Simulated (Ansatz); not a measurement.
Sn:

```
CELL_PARAMETERS angstrom
-2.94014 2.94014 1.59930
2.94014 -2.94014 1.59930
2.94014 2.94014 -1.59930
ATOMIC_POSITIONS crystal
Sn 0.00000 0.00000 0.00000
Sn 0.75000 0.25000 0.50000
```

| Quantity | Value |
| --- | --- |
| Program | Ansatz 0.2.0 |
| Task | single point |
| Functional | PBEsol |
| Potentials or basis | all-electron LAPW, scalar-relativistic |
| Cutoff | 208 eV (chosen from the basis error) |
| Basis error allowed | 0.001 eV/atom |
| k mesh | 9 × 9 × 9 |
| Occupations | fermi-dirac, width 0.05 eV |
| Spin | no spin polarisation |

On this cell: pressure -1.4 GPa; largest force under 0.003 eV/Å; band gap on the k mesh none (metal or under the smearing width).

The same run follows on a disturbed copy (atoms moved at random, drawn with an rms of 0.05 Å):

```
Sn
1.0
    -2.94014    2.94014    1.59930
     2.94014   -2.94014    1.59930
     2.94014    2.94014   -1.59930
Sn
2
Direct
  0.00707 0.99527 0.98770
  0.74919 0.24451 0.49911
```

Question: What does the disturbed cell give?

Answer: The energy (extrapolated to zero smearing) moves by +2.5 meV/atom; pressure -1.4 GPa; largest force 0.178 eV/Å; band gap on the k mesh none (metal or under the smearing width).

Forces on the atoms (eV/Å):
```
Sn   0.172  0.044 -0.006
Sn  -0.172 -0.044  0.006
```

Stress tensor (GPa, compression positive):
```
-1.36 -0.02  0.29
-0.02 -1.08 -0.07
 0.29 -0.07 -1.73
```
